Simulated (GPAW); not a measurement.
# HfO2 (P2_1/c) in GPAW: atomic charges with revPBE

Aim: the atomic charges of HfO2 with revPBE.

Program: GPAW 26.7.0. These are calculated values, not measurements. Logs are shortened: lines on timing, memory, paths and dates and some standing lists are left out, and cuts for length are marked. The log counts tension as positive stress, the text compression.

**What was measured.**

From “Temperature dependence of self-trapped exciton luminescence in nanostructured hafnia powder”, 2021, arxiv:2112.02602, for a bulk crystal of HfO2: band gap 5.54 eV (indirect).

The results are compared with them further down.

## 1. The structure

The structure is monoclinic, space group P2_1/c (No. 14). Conventional cell: a = 5.118 Å, b = 5.186 Å, c = 5.284 Å, α = 90.00°, β = 99.35°, γ = 90.00°. Around Hf (site symmetry 1) lie 7 O at 2.03 to 2.25 Å. O (site symmetry 1) is surrounded by 3 Hf at 2.03 to 2.12 Å. O (site symmetry 1) is surrounded by 4 Hf at 2.14 to 2.25 Å.

## 2. Atomic charges, revPBE

run.py

```python
import numpy as np
from ase.dft.bandgap import bandgap
from ase.io import read, write
from ase.units import Bohr, GPa
from gpaw import GPAW, PW
from gpaw.analyse.hirshfeld import HirshfeldPartitioning

atoms = read('HfO2.xyz')

calc = GPAW(mode=PW(800),
            xc='revPBE',
            kpts={'size': (4, 4, 4), 'gamma': True},
            occupations={'name': 'fermi-dirac', 'width': 0.05},
            nbands=82,
            convergence={'density': 1e-05, 'energy': 1e-05},
            maxiter=150,
            legacy_gpaw=True,
            txt='gpaw.txt')
atoms.calc = calc
energy = atoms.get_potential_energy()
forces = atoms.get_forces()
stress = atoms.get_stress()
calc.write('gs.gpw')
write('result.traj', atoms)
print(f'Energy: {energy:.6f} eV')
print('Forces (eV/A):')
print(forces.round(4))
print('Stress (GPa):', (stress / GPa).round(3))
print('Fermi level:', round(calc.get_fermi_level(), 4), 'eV')
print(f'Gap: {bandgap(calc)[0]:.4f} eV, direct: {bandgap(calc, direct=True)[0]:.4f} eV')

hirshfeld = HirshfeldPartitioning(calc)
print('Hirshfeld charges:', *np.round(hirshfeld.get_charges(), 4))
print('Hirshfeld volume ratios:', *np.round(hirshfeld.get_effective_volume_ratios(), 4))

# fields on the real-space grid
write('density.cube', atoms, data=calc.get_pseudo_density() * Bohr**3)
write('potential.cube', atoms, data=calc.get_electrostatic_potential())
```

HfO2.xyz

```xyz
12
Lattice="5.1180000000 0.0000000000 0.0000000000 0.0000000000 5.1857000000 0.0000000000 -0.8586630598 0.0000000000 5.2138671406" Properties=species:S:1:pos:R:3 pbc="T T T"
Hf     0.8020755537      2.3869777100      3.6914179355
Hf     3.0279298566      4.9798277100      4.1293827754
Hf     3.4572613865      2.7987222900      1.5224492051
Hf     1.2314070836      0.2058722900      1.0844843652
O     -0.3472744127      0.8732718800      4.4145813079
O      4.1772798230      3.4661218800      3.4062194030
O      4.6066113529      4.3124281200      0.7992858327
O      0.0820571172      1.7195781200      1.8076477376
O      1.4548709351      3.8472708300      5.1101111845
O      2.3751344752      1.2544208300      2.7106895264
O      2.8044660051      1.3384291700      0.1037559561
O      1.8842024650      3.9312791700      2.5031776142
```

Potentials or basis: the program's PAW data sets (release 1.2.1) made for this functional, pw.

Launch:

```
$ OMP_NUM_THREADS=1 python run.py
```

gpaw.txt:

```text
___ ___ ___ _ _ _
 |   |   |_  | | | |
 | | | | | . | | | |
 |__ |  _|___|_____|  26.7.0
 |___|_|

Input parameters:
  convergence: {density: 1e-05,
                energy: 1e-05}
  kpts: {gamma: True,
         size: (4, 4, 4)}
  maxiter: 150
  mode: {ecut: 800.0,
         name: pw}
  nbands: 82
  occupations: {name: fermi-dirac,
                width: 0.05}
  xc: revPBE

System changes: positions, numbers, cell, pbc, initial_charges, initial_magmoms

Initialize ...

species:
  Hf:
    name:    Hafnium
    Z:       72.0
    valence: 12
    core:    60
    charge:  0.0  # [|e|]
    compensation charges:
      type: gauss
      rc: 0.41  # [Å]
      lmax: 2
    cutoffs:
      filter: 2.36  # [Å]
      core: 4.02  # [Å]
    projectors
    | kind |    occ | energy [eV] | rcut [Å] |
    |------|--------|-------------|----------|
    |   5s |  2.000 |     -66.818 |    1.397 |
    |   6s |  2.000 |      -5.050 |    1.397 |
    |   5p |  6.000 |     -35.584 |    1.307 |
    |   6p |  0.000 |      -1.383 |    1.307 |
    |   5d |  2.000 |      -2.651 |    1.334 |
    |    d |        |      24.560 |    1.334 |

    Using partial waves for Hf as LCAO basis

  O:
    name:    Oxygen
    Z:       8.0
    valence: 6
    core:    2
    charge:  0.0  # [|e|]
    compensation charges:
      type: gauss
      rc: 0.21  # [Å]
      lmax: 2
    cutoffs:
      filter: 1.17  # [Å]
      core: 0.83  # [Å]
    projectors
    | kind |    occ | energy [eV] | rcut [Å] |
    |------|--------|-------------|----------|
    |   2s |  2.000 |     -23.998 |    0.688 |
    |   2p |  4.000 |      -8.969 |    0.598 |
    |    s |        |       3.214 |    0.688 |
    |    p |        |      18.243 |    0.598 |
    |    d |        |       0.000 |    0.619 |

    Using partial waves for O as LCAO basis

Reference energy: -1655920.740259  # eV

Spin-paired calculation

Convergence criteria:
 Maximum [total energy] change in last 3 cyles: 1e-05 eV / valence electron
 Maximum integral of absolute [dens]ity change: 1e-05 electrons / valence electron
 Maximum integral of absolute [eigenst]ate change: 4e-08 eV^2 / valence electron
 Maximum number of scf [iter]ations: 150
 (Square brackets indicate name in SCF output, whereas a 'c' in
 the SCF output indicates the quantity has converged.)

Symmetries present (total): 2

  ( 1  0  0)  (-1  0  0)
  ( 0  1  0)  ( 0 -1  0)
  ( 0  0  1)  ( 0  0 -1)

64 k-points: 4 x 4 x 4 Monkhorst-Pack grid + [1/8,1/8,1/8]
36 k-points in the irreducible part of the Brillouin zone
       k-points in crystal coordinates                weights
   0:     0.00000000    0.00000000    0.00000000          1/64
   1:     0.00000000    0.00000000    0.25000000          2/64
   2:     0.00000000    0.00000000    0.50000000          1/64
   3:     0.00000000    0.25000000   -0.25000000          2/64
   4:     0.00000000    0.25000000    0.00000000          2/64
   5:     0.00000000    0.25000000    0.25000000          2/64
   6:     0.00000000    0.25000000    0.50000000          2/64
   7:     0.00000000    0.50000000    0.00000000          1/64
   8:     0.00000000    0.50000000    0.25000000          2/64
   9:     0.00000000    0.50000000    0.50000000          1/64
          ...
  35:     0.50000000    0.50000000    0.50000000          1/64

Wave functions: Plane wave expansion
  Cutoff energy: 800.000 eV
  Number of coefficients (min, max): 7082, 7128
  Pulay-stress correction: 0.000000 eV/Ang^3 (de/decut=0.000000)
  Using FFTW library
  ScaLapack parameters: grid=1x1, blocksize=None
  Wavefunction extrapolation:
    Improved wavefunction reuse through dual PAW basis

Occupation numbers: Fermi-Dirac:
  width: 0.0500  # eV

Eigensolver
   Davidson(niter=2)

Densities:
  Coarse grid: 35*35*35 grid
  Fine grid: 70*70*70 grid
  Total Charge: 0.000000

Density mixing:
  Method: separate
  Backend: msr1
  Linear mixing parameter: 0.05
  old densities: 10
  Width of damping distribution: 1.1
  Damping of long wavelength oscillations: 20

Hamiltonian:
  XC and Coulomb potentials evaluated on a 70*70*70 grid
  Using the revPBE Exchange-Correlation functional
  External potential:
    NoExternalPotential

XC parameters: revPBE with 2 nearest neighbor stencil

Number of atoms: 12
Number of atomic orbitals: 84
Number of bands in calculation: 82
Number of valence electrons: 96
Bands to converge: occupied

... initialized

Initializing position-dependent things.

Density initialized from atomic densities
Creating initial wave functions:
  82 bands from LCAO basis set

              O
                  Hf

       O   Hf  O    O

         O    O   Hf  O

           Hf
               O

Atomic positions and initial magnetic moments

Positions:
   0 Hf     0.802076    2.386978    3.691418    ( 0.0000,  0.0000,  0.0000)
   1 Hf     3.027930    4.979828    4.129383    ( 0.0000,  0.0000,  0.0000)
   2 Hf     3.457261    2.798722    1.522449    ( 0.0000,  0.0000,  0.0000)
   3 Hf     1.231407    0.205872    1.084484    ( 0.0000,  0.0000,  0.0000)
   4 O     -0.347274    0.873272    4.414581    ( 0.0000,  0.0000,  0.0000)
   5 O      4.177280    3.466122    3.406219    ( 0.0000,  0.0000,  0.0000)
   6 O      4.606611    4.312428    0.799286    ( 0.0000,  0.0000,  0.0000)
   7 O      0.082057    1.719578    1.807648    ( 0.0000,  0.0000,  0.0000)
   8 O      1.454871    3.847271    5.110111    ( 0.0000,  0.0000,  0.0000)
   9 O      2.375134    1.254421    2.710690    ( 0.0000,  0.0000,  0.0000)
  10 O      2.804466    1.338429    0.103756    ( 0.0000,  0.0000,  0.0000)
  11 O      1.884202    3.931279    2.503178    ( 0.0000,  0.0000,  0.0000)

Unit cell:
           periodic     x           y           z      points  spacing
  1. axis:    yes    5.118000    0.000000    0.000000    35     0.1443
  2. axis:    yes    0.000000    5.185700    0.000000    35     0.1482
  3. axis:    yes   -0.858663    0.000000    5.213867    35     0.1490

  Lengths:   5.118000   5.185700   5.284100
  Angles:   90.000000  99.352000  90.000000

Effective grid spacing dv^(1/3) = 0.1478

iter:   1  -123.888607
iter:   2  -119.622055   -1.08  -0.88
iter:   3  -108.605242   -0.82  -0.93
iter:   4  -108.663418   -2.51  -1.45
iter:   5  -108.756524   -2.66  -1.63
iter:   6  -108.748603   -3.92  -2.63
iter:   7  -108.748742   -4.60  -2.90
iter:   8  -108.749091c  -5.35  -3.14
iter:   9  -108.749114c  -6.23  -3.79
iter:  10  -108.749108c  -7.24  -4.23
iter:  11  -108.749108c  -8.26c -4.84
iter:  12  -108.749108c  -9.38c -5.40c

Converged after 12 iterations.

Dipole moment: (-0.000000, -0.000000, -0.000000) |e|*Ang

Energy contributions relative to reference atoms: (reference = -1655920.740259)

Kinetic:       +131.644145
Potential:     -144.900764
External:        +0.000000
XC:             -96.863234
Entropy (-ST):   -0.000000
Local:           +1.370745
SIC:             +0.000000
--------------------------
Free energy:   -108.749108
Extrapolated:  -108.749108

Showing only first 2 kpts
 Kpt  Band  Eigenvalues  Occupancy
  0    46      6.95007    2.00000
  0    47      7.10260    2.00000
  0    48     11.72688    0.00000
  0    49     12.24752    0.00000

  1    46      6.77151    2.00000
  1    47      6.88319    2.00000
  1    48     11.80930    0.00000
  1    49     12.14585    0.00000

Fermi level: 8.20356

Gap: 4.175 eV
Transition (v -> c):
  (s=0, k=0, n=47, [0.00, 0.00, 0.00]) -> (s=0, k=26, n=48, [0.50, 0.00, 0.00])
Direct/indirect transitions are different
Direct gap: 4.264 eV
Transition at: (s=0, k=26, n=47, [0.50, 0.00, 0.00])

Forces in eV/Ang:
  0 Hf    0.35663    0.07522    0.07241
  1 Hf   -0.35658    0.07517   -0.07245
  2 Hf   -0.35663   -0.07522   -0.07241
  3 Hf    0.35658   -0.07517    0.07245
  4 O    -0.43756   -0.21361   -0.17340
  5 O     0.43756   -0.21403    0.17375
  6 O     0.43756    0.21361    0.17340
  7 O    -0.43756    0.21403   -0.17375
  8 O    -0.19689    0.04429   -0.02595
  9 O     0.19672    0.04438    0.02580
 10 O     0.19689   -0.04429    0.02595
 11 O    -0.19672   -0.04438   -0.02580

Stress tensor:
    -0.066661     0.000001    -0.004189
     0.000001    -0.063119     0.000001
    -0.004189     0.000001    -0.066908
Writing to gs.gpw (mode='')

Initializing position-dependent things.
```

It took 9.3 min on 1 thread of Arm Neoverse V1, shared host; peak memory 1.1 GiB.

What came out:

```yaml
Free_energy: -108.7491 eV
Pressure: 10.5 GPa
Largest_force: 0.517 eV/Å
Band_gap_on_the_k_mesh: 4.18 eV, indirect (least direct gap 4.26 eV)
Hirshfeld_charges: Hf +0.64; O -0.33, -0.31 e
```

Forces on the atoms (eV/Å):
```
Hf   0.357  0.075  0.072
Hf  -0.357  0.075 -0.072
Hf  -0.357 -0.075 -0.072
Hf   0.357 -0.075  0.072
O   -0.438 -0.214 -0.173
O    0.438 -0.214  0.174
O    0.438  0.214  0.173
O   -0.438  0.214 -0.174
O   -0.197  0.044 -0.026
O    0.197  0.044  0.026
O    0.197 -0.044  0.026
O   -0.197 -0.044 -0.026
```

Stress tensor (GPa, compression positive):
```
10.68  0.00  0.67
 0.00 10.11  0.00
 0.67  0.00 10.72
```

Caveat: spin-orbit coupling is left out, which moves the levels of the heavy elements.

## 3. Comparison with measurements

Step 2. A measured gap of HfO2 is 5.54 eV (indirect; quoted in “Temperature dependence of self-trapped exciton luminescence in nanostructured hafnia powder”, 2021, arxiv:2112.02602); the calculated 4.18 eV misses it by -1.36 eV. Spin-orbit coupling on Hf is left out. The value is that of revPBE on a finite k mesh, which can miss the band edges, without temperature or zero-point motion. Semilocal functionals fall short of measured gaps as a rule.
